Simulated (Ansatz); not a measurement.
# PbS: the cell at several levels of theory

Cell and atoms of PbS (database structure) are relaxed in turn with PBE-D3(BJ), r2SCAN+rVV10 and PBE-D4.

The runs shown are made with Ansatz 0.2.0. PAW datasets, plane waves, zero pressure. Spin-unpolarised throughout; all numbers are computed.

### Step 1. The structure to begin with

The symmetry is R3m (No. 160, trigonal); a = 4.225 Å, c = 10.356 Å in the conventional setting, 26.69 Å³ an atom. Near Pb stand 6 S at 2.96–3.02 Å; near S stand 6 Pb at 2.96–3.02 Å.

The structure in full:

```cif
data_structure
_symmetry_space_group_name_H-M 'P 1'
_symmetry_Int_Tables_number 1
_cell_length_a 4.2269
_cell_length_b 4.2269
_cell_length_c 4.2269
_cell_angle_alpha 59.975
_cell_angle_beta 59.975
_cell_angle_gamma 59.975
_cell_volume 53.37
loop_
_atom_site_label
_atom_site_type_symbol
_atom_site_fract_x
_atom_site_fract_y
_atom_site_fract_z
_atom_site_occupancy
Pb1 Pb 0.98057 0.98057 0.98057 1
S1 S 0.47504 0.47504 0.47504 1
```

### Step 2. Relaxation with PBE-D3(BJ)

Contents of input.yaml:

```yaml
crystal:
  lattice:
    - [2.1126617058, 1.2197458045, 3.4519162518]
    - [-2.1126617058, 1.2197458045, 3.4519162518]
    - [0.0, -2.4394916091, 3.4519162518]
  atoms:
    - { symbol: Pb, position: [0.98056578, 0.98056578, 0.98056578] }
    - { symbol: S, position: [0.47503555, 0.47503555, 0.47503555] }
kpoints:
  mp_grid: { grid: [6, 6, 6] }
hamiltonian:
  xc: pbe
  dispersion: d3bj
scf:
  occupations: { method: fermi_dirac, width: 0.02 }
relax:
  f_tol: 0.005
  cell: {}
```

Started as:

```console
ansatz run input.yaml --threads 2 --pin off --max-ram 2211MiB --backend cpu --events-out ev --progress --plain --runs-dir out
```

After this run come: Relaxing with r2SCAN+rVV10; Relaxing with PBE-D4.

What does the calculation give? Wanted: for each run, a; c; volume; space group; SCF geometries.

As calculated:

```
       level  a (Å)   c (Å)  volume (Å³/atom)  space group  SCF geometries
  PBE-D3(BJ)  4.195  10.277            26.108          R3m               6
r2SCAN+rVV10  4.201  10.291            26.214          R3m               4
      PBE-D4  4.198  10.283            26.155          R3m               3
```

In words: From the start to the first minimum the volume moved by -2.2 %. PBE-D3(BJ) gives the smallest cell and r2SCAN+rVV10 the largest; they differ by 0.4 % in volume, a mean of 0.1 % in length.
